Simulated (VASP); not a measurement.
A VASP 6.6.1 single-point calculation on InSb

INCAR

```
ISIF = 2
LWAVE = .FALSE.
LASPH = .TRUE.
LREAL = .FALSE.
NBANDS = 21
LCHARG = .FALSE.
NELM = 120
EDIFF = 1E-7
SIGMA = 0.02
GGA = PE
PREC = Accurate
ISMEAR = -1
NSW = 0
IBRION = -1
ENCUT = 520
```

KPOINTS

```
KPOINTS created by Atomic Simulation Environment
0
Gamma
6 6 6
0 0 0
```

POSCAR

```
In Sb
 1.0000000000000000
     0.0000000000000000    3.2795130080999999    3.1483324876999998
     3.2795130080999999    0.0000000000000000    3.1483324876999998
     3.2795130080999999    3.2795130080999999    0.0000000000000000
 In  Sb
   1   1
Cartesian
  0.0000000000000000  0.0000000000000000  0.0000000000000000
  1.6397565040500000  1.6397565040500000  1.5741662438500004
```

The recommended PBE PAW datasets give the neutral cell 18 valence electrons.

Command

```
mpirun -np 1 vasp_std
```

Question: How does this run end, and what does it give?

Answer: It converged. Results: gap between bands v and c on the k mesh 0.19 eV; least direct gap on the k mesh 0.19 eV; pressure 3.4 GPa. Band v is the last that the valence electrons fill when counted band by band, and c is the next.

OSZICAR

```
N       E                     dE             d eps       ncg     rms          rms(c)
DAV:   1     0.130343456721E+03    0.13034E+03   -0.74810E+03  1260   0.859E+02
DAV:   2     0.431435251645E+01   -0.12603E+03   -0.11920E+03  1309   0.262E+02
DAV:   3    -0.662143828808E+01   -0.10936E+02   -0.10838E+02  1539   0.712E+01
DAV:   4    -0.696934114246E+01   -0.34790E+00   -0.34761E+00  1491   0.131E+01
DAV:   5    -0.698792151146E+01   -0.18580E-01   -0.18579E-01  1831   0.287E+00    0.423E+00
DAV:   6    -0.688678973199E+01    0.10113E+00   -0.12252E-01  1880   0.461E+00    0.245E+00
DAV:   7    -0.687206959674E+01    0.14720E-01   -0.58215E-02  1767   0.190E+00    0.606E-01
DAV:   8    -0.687312811793E+01   -0.10585E-02   -0.77461E-03  1644   0.812E-01    0.280E-01
DAV:   9    -0.687385209293E+01   -0.72397E-03   -0.10976E-03  1465   0.210E-01    0.767E-02
DAV:  10    -0.687387362154E+01   -0.21529E-04   -0.47440E-05  1607   0.408E-02    0.368E-02
DAV:  11    -0.687391165300E+01   -0.38031E-04   -0.63842E-05  1395   0.442E-02    0.259E-02
DAV:  12    -0.687391288961E+01   -0.12366E-05   -0.13434E-06  1493   0.602E-03    0.868E-03
DAV:  13    -0.687391318688E+01   -0.29727E-06   -0.10480E-06  1400   0.520E-03    0.246E-03
DAV:  14    -0.687391308887E+01    0.98006E-07   -0.31826E-08  1371   0.976E-04
   1 F= -.68739131E+01 E0= -.68739001E+01  d E =-.259545E-04
```

Standard output (part)

```
POSCAR found type information on POSCAR InSb
 POSCAR found :  2 types and       2 ions
 LDA part: xc-table for (Slater+PW92), standard interpolation
 POSCAR, INCAR and KPOINTS ok, starting setup
 WAVECAR not read
 entering main loop
```

For comparison, a separate PBE run of the intended cell, on usual settings and not on those above, gives a gap of 0.19 eV on its mesh and a pressure of 3.4 GPa.
